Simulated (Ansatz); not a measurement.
Input and command of a plane-wave DFT calculation in Ansatz:

```yaml
crystal:
  lattice:
    - [0.0, 2.702, 2.702]
    - [2.702, 0.0, 2.702]
    - [2.702, 2.702, 0.0]
  atoms:
    - { symbol: Zn, position: [0.25, 0.25, 0.25] }
    - { symbol: S, position: [0.0, 0.0, 0.0] }
basis:
  ecutwfc: 420
kpoints:
  mp_grid: { grid: [10, 10, 10] }
hamiltonian:
  xc: pbesol
scf:
  occupations: { method: gaussian, width: 0.02 }
output:
  forces: true
  stress: true
  eigenvalues: true
relax:
  adjacent_minimum: "off"
  f_tol: 0.005
  max_steps: 80
  cell: { stress_tol: 0.05 }
```

```bash
ansatz run input.yaml --threads 1 --pin off --max-ram 4096MiB --backend cpu --events-out ev --progress --plain --runs-dir out
```

Processor: Arm Neoverse V2, 1 thread, on a host shared with other jobs.

**Question.** Estimate time, memory and problem size.

**Answer.** About 11 s on 1 thread of Arm Neoverse V2, with other jobs on the host, peak memory 0.32 GiB. It solves 13 bands at 47 k points (the mesh reduced by the symmetry that the task leaves, which can be less than the crystal's) with about 749 plane waves (on the last cell), in 22 SCF iterations over 4 ionic steps.
